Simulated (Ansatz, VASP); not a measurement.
# CuI (Marshite): VASP beside Ansatz, part 2 of 2

Wanted: the spread between two codes on one cell, functional and k mesh.

VASP 6.6.1 and Ansatz 0.2.0.

So far: The starting structure; VASP: G0W0 gap, PBE.

The database entry behind the starting cell differs from later determinations by our own check (about 0.15 % long (mineral sample)), so it need not match the best structure at ambient conditions.

In doubt: one-shot GW on d or f shells is unsure, so the values of those runs are not to be relied on.

**3. Ansatz: G0W0 gap, PBE**

Level of this step: Ansatz beside VASP: Kohn-Sham DFT, plane waves, PBE, G0W0 (Ansatz).

Ansatz runs on its default PAW (the set named soft_2) files.

The same cell, functional and mesh now go to Ansatz, which takes its cutoff from its data sets.

input.yaml

```yaml
crystal:
  lattice:
    - [0.0, 3.0315, 3.0315]
    - [3.0315, 0.0, 3.0315]
    - [3.0315, 3.0315, 0.0]
  atoms:
    - { symbol: Cu, position: [0.25, 0.25, 0.25] }
    - { symbol: I, position: [0.0, 0.0, 0.0] }
hamiltonian:
  xc: pbe
  pseudopotentials: { kind: paw }
kpoints:
  mp_grid: { grid: [6, 6, 6] }
scf:
  occupations: { method: fixed }
gw:
  n_empty_bands: 119
  ecut_chi: 100.0
  qp_bands: [v2, c2]
  qp_kpoints: band_edges
  screening: { model: contour_deformation }
```

Started as:

```sh
$ ansatz run input.yaml --threads 4 --pin off --max-ram 9216MiB --backend cpu --events-out ev --progress --plain --runs-dir out
```

Numbers of over 12 decimals in the logs are rounded to 6 here.

The program printed:

```text
Engine: ansatz 0.2.0, x86_64-unknown-linux-gnu
Pseudopotentials: kind: paw
Pseudopotential: Cu, paw, valence charge 19, recommended cutoff 420 eV (normal), Cu.paw.azcp
Pseudopotential: I, paw, valence charge 17, recommended cutoff 420 eV (normal), I.paw.azcp
Functional definition: PBE
  parameter kappa = 0.804
  parameter beta = 0.066725
  exchange = pbe_x(kappa = kappa, mu = beta*pi^2/3)
  correlation = pbe_c(beta = beta)
Crystal: 2 atoms, lattice volume = 55.719 Å³
Basis set: ecut = 420 eV, 1067 PW (Γ)
Bands: 22, of which v1, the nominal top of the filled ones, is band 18 counted from 1 (17 counted from 0)
Symmetry: 24 space group operations
Space group: F-43m (ITA 216), of the structure as read, at distance tolerance 3.8e-5 Å
k-points: 16 of 216 (time reversal used)
Non-local potential: Cu, projectors of the file, l = 0: 3, l = 1: 2, l = 2: 3, l = 3: 1
Non-local potential: I, projectors of the file, l = 0: 2, l = 1: 2, l = 2: 2, l = 3: 2
PAW form: soft (Blöchl's): semilocal exchange-correlation on the pseudo side does not see the compensation charge
PAW one-centre angular grid: Cu, 590 points (default); XC on 64 Gauss nodes
PAW one-centre angular grid: I, 590 points (default); XC on 64 Gauss nodes
Initial density: superposition of atomic densities (neutral atoms: chi_scale 0, normalization atom), corrected by the library's trained network
Initial wavefunctions: pseudopotential atomic-orbital guess
Functional: x = pbe(κ = 0.804, μ = 0.219515), c = pbe(β = 0.066725)
SCF iter   1: F=—  HF=-14138.363687 eV  |F-HF|=—  |Δ(HF+E_count)|=         —  Δρ=1.30e-3  dr2=7.12e-4  ethr=1.77e-3  ⟨swp⟩=5.1  Hψ=1433  notcnv=0  defer=28
preconditioner: auto → none  [insulator: Δε(μ)=1.133 eV  Ē_g=8.970 eV  n_scr=14 (ndim 8)  ℏωp=21.1 eV  f_vac=0.179  ε∞_Penn≈6.5]
SCF iter   2: F=—  HF=-14138.363929 eV  |F-HF|=—  |Δ(HF+E_count)|=   2.43e-4  Δρ=2.21e-3  dr2=1.69e-3  ethr=1.98e-6  ⟨swp⟩=3.1  Hψ=857  notcnv=0  defer=28
SCF iter   3: F=—  HF=-14138.363555 eV  |F-HF|=—  |Δ(HF+E_count)|=   3.75e-4  Δρ=1.98e-4  dr2=1.75e-5  ethr=1.98e-6  ⟨swp⟩=2.0  Hψ=651  notcnv=0  defer=28
SCF iter   4: F=—  HF=-14138.363590 eV  |F-HF|=—  |Δ(HF+E_count)|=   3.53e-5  Δρ=6.51e-5  dr2=1.47e-6  ethr=4.86e-8  ⟨swp⟩=2.0  Hψ=518  notcnv=0  defer=28
SCF iter   5: F=—  HF=-14138.363597 eV  |F-HF|=—  |Δ(HF+E_count)|=   6.78e-6  Δρ=2.46e-5  dr2=3.38e-7  ethr=4.07e-9  ⟨swp⟩=2.0  Hψ=564  notcnv=0  defer=28
SCF iter   6: F=-14138.363597 eV  HF=-14138.363597 eV  |F-HF|=1.13e-8  |Δ(HF+E_count)|=   6.75e-7  Δρ=4.07e-6  dr2=6.22e-9  ethr=2.78e-10  ⟨swp⟩=7.0  Hψ=1412  notcnv=0
SCF 1 converged in 6 iterations: F = -14138.363597 eV  dr2 = 6.22e-9
  greatest PAW one-centre occupation: 1.000 electrons in one spin orbital (limit 2), on the Cu atom at site 0 (counted from 0), in its partial waves of l = 0
NSCF: frozen V_eff on 16 k-points
G₀W₀ screening: q 1/16
G₀W₀ screening: q 2/16 (q-point 6)
G₀W₀ screening: q 3/16 (q-point 7)
G₀W₀ screening: q 4/16 (q-point 8)
G₀W₀ screening: q 5/16 (q-point 11)
G₀W₀ screening: q 6/16 (q-point 14)
G₀W₀ screening: q 7/16 (q-point 15)
G₀W₀ screening: q 8/16 (q-point 9)
G₀W₀ screening: q 9/16 (q-point 12)
G₀W₀ screening: q 10/16 (q-point 16)
G₀W₀ screening: q 11/16 (q-point 2)
G₀W₀ screening: q 12/16 (q-point 3)
G₀W₀ screening: q 13/16 (q-point 5)
G₀W₀ screening: q 14/16 (q-point 10)
G₀W₀ screening: q 15/16 (q-point 4)
G₀W₀ screening: q 16/16 (q-point 13)
G₀W₀ self-energy: k 1/9
G₀W₀ self-energy: k 2/9
G₀W₀ self-energy: k 3/9
G₀W₀ self-energy: k 4/9
G₀W₀ self-energy: k 5/9
G₀W₀ self-energy: k 6/9
G₀W₀ self-energy: k 7/9
G₀W₀ self-energy: k 8/9
G₀W₀ self-energy: k 9/9
NSCF: frozen V_eff on 1 k-points
NSCF: frozen V_eff on 1 k-points
SCF converged after 6 iterations
Free energy (F): -14138.363597 eV
Harris-Foulkes:  -14138.363597 eV  (|F-HF|=1.13e-8)
Internal energy: -14138.363597 eV  (E = F + TS)
E sigma→0 (E₀):  -14138.363597 eV
Fermi energy:    8.157437 eV
--- Per-component energies (eV) ---
  E_band       = -867.419087
  E_kinetic    = 489.442093
  E_local      = -7622.649239  (includes V_loc(G=0)·N_el)
  E_nonlocal   = 313.655564
  E_hartree    = 3542.939606
  E_xc         = -215.247114
  E_vxc        = -241.058058  (∫ρ·V_xc dr)
  E_paw        = -6492.373353  (= ΣΔE_a)
  E_vpaw       = -892.685054  (= ΣTr[D̂ρ^β])
  E_aug_tail   = 0.000298  (compensation charges beyond the density's cutoff)
  E_ewald      = -4154.131452
  E_smearing   = -0.000000  (= −TS)
  E_closure    = 0.000000  (closes the sum)
  Σ components = -14138.363597   (vs F -14138.363597, Δ=0.00e0)
--- Band table (eV; the first three rows and the last of 16) ---
  k-point 0: bands = [... 14 lower, 6.3085, 8.1574, 8.1574, 8.1574, 9.2782, 13.0325, 13.0325, 13.0325]
  k-point 1: bands = [... 14 lower, 6.2996, 7.2909, 7.9641, 7.9641, 10.2072, 13.0300, 13.3802, 13.3802]
  k-point 2: bands = [... 14 lower, 6.3106, 6.6040, 7.6175, 7.6175, 10.3875, 13.6406, 13.6406, 14.5711]
  k-point 15: bands = [... 14 lower, 6.2660, 6.3912, 6.5815, 6.8618, 12.0145, 12.0595, 15.2502, 15.3168]
--- G₀W₀: contour deformation, 7 samples at zero and on the imaginary axis and 3 off it, 216 q-points, 119 empty bands' worth ---
  eigenvalues of the whole cell's RPA ε∞ on this k-mesh (on a slab, of 1 + 4πα/V) = 6.8803, 6.8803, 6.8803; static W/v taken at q = 0 is 0.145343
  gw.qp_kpoints: band_edges: 9 of 16 stored k-points solved, in 1 pass; an edge of the gap read off the rows below is read off those points alone
    valence top: of the k-points left out ik 7 came nearest to being solved in a further pass, in band 18 (counted from 1, as in the quasiparticle table): it holds the edge there only if its correction is more favourable than any solved in that band by at least 0.686 eV; those differ by 0.076 eV
    conduction bottom: of the k-points left out ik 10 came nearest to being solved in a further pass, in band 19 (counted from 1, as in the quasiparticle table): it holds the edge there only if its correction is more favourable than any solved in that band by at least 1.614 eV; those differ by 0.368 eV
    ik  band        ε_KS         Σx   Σc(E_QP)       V_xc       Z   E_QP_lin       E_QP  E_QP is
     0    17      8.1574   -35.8376     5.4037   -29.8566  0.7155     7.5690     7.5801  root
     0    18      8.1574   -35.8376     5.4037   -29.8566  0.7155     7.5690     7.5801  root
     0    19      9.2782    -8.2552    -3.8656   -12.5040  0.7917     9.6649     9.6615  root
     0    20     13.0325    -6.6954    -4.1327   -11.1469  0.7697    13.3545    13.3512  root
     1    17      7.9641   -36.0044     5.5959   -29.8126  0.7111     7.3559     7.3683  root
     1    18      7.9641   -36.0044     5.5959   -29.8126  0.7111     7.3559     7.3683  root
     1    19     10.2072    -8.8566    -3.8595   -13.1140  0.7847    10.6090    10.6050  root
     1    20     13.0300    -7.4811    -4.0620   -11.8345  0.7688    13.3240    13.3214  root
     2    17      7.6175   -36.4158     5.9728   -29.8154  0.7026     6.9751     6.9898  root
     2    18      7.6175   -36.4158     5.9728   -29.8154  0.7026     6.9751     6.9898  root
     2    19     10.3875    -8.3833    -3.8976   -12.6917  0.7838    10.8026    10.7984  root
     2    20     13.6406    -7.5005    -4.1451   -11.9647  0.7593    13.9629    13.9597  root
     3    17      7.4486   -36.4775     6.1283   -29.7066  0.6988     6.7900     6.8060  root
     3    18      7.4486   -36.4775     6.1283   -29.7066  0.6988     6.7900     6.8060  root
     3    19     10.2974    -8.8391    -3.7667   -13.0086  0.7835    10.7042    10.7002  root
     3    20     13.5760    -7.8117    -4.0225   -12.1353  0.7609    13.8798    13.8770  root
     4    17      7.6682   -36.4839     5.9439   -29.9255  0.7029     7.0397     7.0537  root
     4    18      7.6682   -36.4839     5.9439   -29.9255  0.7029     7.0397     7.0537  root
     4    19     10.7656   -10.1628    -3.7859   -14.3668  0.7775    11.1883    11.1837  root
     4    20     12.0552    -6.4148    -3.9175   -10.5820  0.7814    12.3066    12.3049  root
     6    17      7.0784   -39.6047     7.0991   -31.8744  0.6793     6.4305     6.4472  root
     6    18      7.2208   -37.7421     6.6066   -30.4854  0.6891     6.5534     6.5707  root
     6    19     11.1650    -9.3503    -3.8506   -13.6240  0.7764    11.5931    11.5880  root
     6    20     12.9991    -7.7380    -3.9265   -11.9200  0.7679    13.2565    13.2546  root
[...]
9    17      6.9504   -39.5761     7.2666   -31.6601  0.6752     6.2823     6.3010  root
     9    18      6.9504   -39.5761     7.2666   -31.6601  0.6752     6.2823     6.3010  root
     9    19     11.0743    -8.4143    -3.4612   -12.1206  0.7837    11.3208    11.3194  root
     9    20     11.4530    -9.6839    -3.6022   -13.5985  0.7754    11.7680    11.7654  root
    12    17      6.6626   -41.6328     8.0119   -32.9679  0.6602     5.9895     6.0096  root
    12    18      6.6626   -41.6328     8.0119   -32.9679  0.6602     5.9895     6.0096  root
    12    19     10.8670    -9.4623    -3.0233   -12.6015  0.7854    10.9831    10.9829  root
    12    20     11.0543   -10.9491    -3.3209   -14.6283  0.7748    11.4159    11.4126  root
```

Wall time 38 s (4 threads of Intel Xeon Platinum 8375C at 2.90GHz (Ice Lake), shared host); peak memory 0.61 GiB; 2.1 min of CPU time.

Reading the cycles: dr2 is the Hartree energy of the density residual (eV), the measure of convergence; HF is the Harris–Foulkes estimate of the energy, which meets the free energy F at convergence.

**4. Side by side**

Known differences besides the potentials themselves: the two programs' PAW sets differ in cores and partial waves; the data sets hold 36 valence electrons in Ansatz (default PAW (the set named soft_2) files) and 18 in VASP; the cutoff is 420 eV in Ansatz and 440 eV in VASP; Ansatz integrates over frequency by contour deformation, VASP on a grid of NOMEGA points. Total energies have different zeros and are not compared.

The two programs side by side:

```csv
quantity,Ansatz,VASP,difference
G0W0 gap on the mesh (eV),2.10,2.27,-0.18
PBE gap under it (eV),1.12,1.11,+0.01
```

**5. Other set-ups**

Further runs change the set-up of one program: Ansatz's method, potentials or start, or VASP's data sets, cutoff or form of LDA. The table gives Ansatz less VASP for each quantity, since a change that brings one quantity closer may part another.

```csv
run,G0W0 gap on the mesh (eV),PBE gap under it (eV)
as above,-0.18,0.0085
Ansatz's larger PAW set (cutoff 1050 eV),-0.17,0.0077
norm-conserving potentials (cutoff 1252 eV),-0.14,0.025
```

**6. What came out**

- difference in G0W0 gap on the mesh (G0W0 gap, PBE): -0.18 eV

What this shows: The difference in G0W0 gap on the mesh is -0.18 eV (G0W0 gap, PBE), beyond the 0.15 eV picked in this series as the mark of a large difference. G0W0 gap, PBE, norm-conserving potentials (cutoff 1252 eV): the difference in PBE gap under it goes from 0.0085 to 0.025 eV. Such differences can come from data sets, numerical settings and the points named under the comparisons, not from the functional's error against experiment.

[Lines on the potential files, build, host, timing and source positions are cut from VASP's logs without a mark.]

[Logs are printed without paths, hosts, clocks, repeated set-up lines and the standing remarks that a program may print on its own settings, such as how far it seeks lower states.]

[Hosts, paths, dates, database ids (printed as entryN), source tags and the programs' standing remarks are cut or masked in the printed files.]
